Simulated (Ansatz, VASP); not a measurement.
# Two plane-wave programs on Zn

The input INCAR:

```
PREC = Accurate ; ENCUT = 520
EDIFF = 1E-6 ; ISMEAR = 1
SIGMA = 0.03 ; LREAL = F
LASPH = T ; NELM = 80
ALGO = Normal ; ISIF = 2
LWAVE = F ; LCHARG = T
GGA = CA ; LELF = T
LVHAR = T ; NBANDS = 19
```

File KPOINTS:

```
Automatic mesh
0
Gamma
  14 14 7
```

Contents of POSCAR:

```
Zn
1.0
    2.5709734941      0.0000000000      0.0000000000
   -1.2854867470      2.2265283583      0.0000000000
    0.0000000000      0.0000000000      4.7361908757
Zn
2
Direct
    0.3333333333      0.6666666667      0.2500000000
    0.6666666667      0.3333333333      0.7500000000
```

Input for Ansatz:

```yaml
crystal:
  lattice:
    - [2.5709734941, 0.0, 0.0]
    - [-1.285486747, 2.2265283583, 0.0]
    - [0.0, 0.0, 4.7361908757]
  atoms:
    - { symbol: Zn, position: [0.3333333333, 0.6666666667, 0.25] }
    - { symbol: Zn, position: [0.6666666667, 0.3333333333, 0.75] }
hamiltonian:
  xc: lda
  pseudopotentials:
    kind: paw
    azcp:
      Zn: "pseudopotentials/Zn.paw.azcp"
basis:
  ecutwfc: 420
  fft_grid_basis: typed
kpoints:
  mp_grid: { grid: [14, 14, 7], shift: [0, 0, 0] }
magnetization:
  spin_polarized: false
scf:
  occupations: { method: methfessel_paxton, width: 0.03 }
  lower_state_search: "off"
output:
  stress: true
```

Alike in both runs: task single point; functional LDA; k mesh 14 × 14 × 7; occupations methfessel-paxton of order 1, width 0.03 eV; no spin polarisation.

|  | VASP | Ansatz |
| --- | --- | --- |
| version | VASP 6.6.1 | Ansatz 0.2.0 |
| potentials or method | VASP PAW LDA potentials, release 64 (Zn) | plane waves (420 eV) with PAW, scalar-relativistic |
| plane-wave cutoff (eV) | 520 | 420 |
| valence electrons in the cell | 24 | 24 |

Ansatz gave:

| Property | Result |
| --- | --- |
| pressure (GPa) | 0.0 |
| largest component of the traceless stress (GPa) | 1.85 |

Estimate VASP's values.

pressure (GPa): 0.7; largest component of the traceless stress (GPa): 1.95.

Ansatz warned: «pseudo_functional_mismatch».
